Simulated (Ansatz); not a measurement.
KF, KCl, KBr: one prototype (NiAs type), with F, Cl, Br on the same site. Each was relaxed with r2SCAN in the PAW code Ansatz, and the gaps are read on those cells (d direct, i indirect). The cells were built from prototypes, so some may not be known phases; spin polarisation is off.

```tsv
compound	a (Å)	c (Å)	gap, PBE (eV)	gap, r2SCAN (eV)	gap, HSE06 (eV)	mean ε∞, r2SCAN	G0W0@PBE gap (eV)
KCl	4.340	7.636	5.13 d (Γ)	5.76 d (Γ)	6.44 d (Γ)	2.3	7.80 (371 empty bands, 120 eV, 6×6×2)
KBr	4.559	8.020	4.35 d (Γ)	4.99 d (Γ)	5.52 d (Γ)	2.4	6.84 (430 empty bands, 120 eV, 6×6×2)
```
G0W0 gaps are PBE's gap plus the shift on the mesh. The G0W0 figures hold for the stated bands, cutoff and mesh and aren't extrapolated.

**Question.** Fill in the row for KF.

**Answer.**
```
compound  a (Å)  c (Å)  gap, PBE (eV)  gap, r2SCAN (eV)  gap, HSE06 (eV)  mean ε∞, r2SCAN                      G0W0@PBE gap (eV)
      KF  3.660  6.479     6.20 d (Γ)        6.87 d (Γ)       8.21 d (Γ)              1.9  9.74 (556 empty bands, 220 eV, 6×6×2)
```
K has 6 F at 2.66 Å; F has 6 K at 2.66 Å.

The runs are scalar-relativistic, without spin-orbit coupling.

The meshes of the hybrids are coarse, so their gaps aren't converged to the digits shown.
